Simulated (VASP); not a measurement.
Crystal: Ga.

```xyz
1
Lattice="-1.3844 1.3844 2.3112 1.3844 -1.3844 2.3112 1.3844 1.3844 -2.3112" Properties=species:S:1:pos:R:3 pbc="T T T"
Ga    0.0000    0.0000    0.0000
```

This isn't the form of Ga at room conditions, which is orthorhombic.

| Item | Value |
| --- | --- |
| Program | VASP 6.6.1 |
| Task | relaxation of cell and atoms |
| Functional | r2SCAN |
| Potentials or basis | VASP PAW PBE potentials, release 64 (Ga_d) |
| Cutoff | 600 eV |
| k mesh | 12 × 12 × 12 |
| Occupations | fermi-dirac, width 0.05 eV |
| Spin | no spin polarisation |

At the start: pressure 0.5 GPa; volume 17.72 Å³/atom.

Question: Where does the relaxation end?

Answer: Over 6 steps the energy falls by 2.2 meV/atom and the volume is 17.89 Å³/atom (+1.0 %); space group I4/mmm (No. 139, to 0.05 Å).

Step by step:
| step | energy change (eV) | largest force (eV/Å) | pressure (GPa) | volume (Å³) |
| --- | --- | --- | --- | --- |
| 1 | 0.0000 | 0.0000 | 0.52 | 17.72 |
| 2 | -0.0017 | 0.0000 | 0.06 | 17.86 |
| 3 | -0.0021 | 0.0000 | -0.18 | 17.95 |
| 4 | -0.0021 | 0.0000 | -0.28 | 17.97 |
| 5 | -0.0022 | 0.0000 | 0.08 | 17.89 |
| 6 | -0.0022 | 0.0000 | 0.03 | 17.89 |

Final structure:
```xyz
1
Lattice="-1.3790 1.3790 2.3525 1.3790 -1.3790 2.3525 1.3790 1.3790 -2.3525" Properties=species:S:1:pos:R:3 pbc="T T T"
Ga    1.3790   -1.3790    2.3525
```

Caveat: the PAW data sets were made with another functional, which shifts forces and pressure a little.
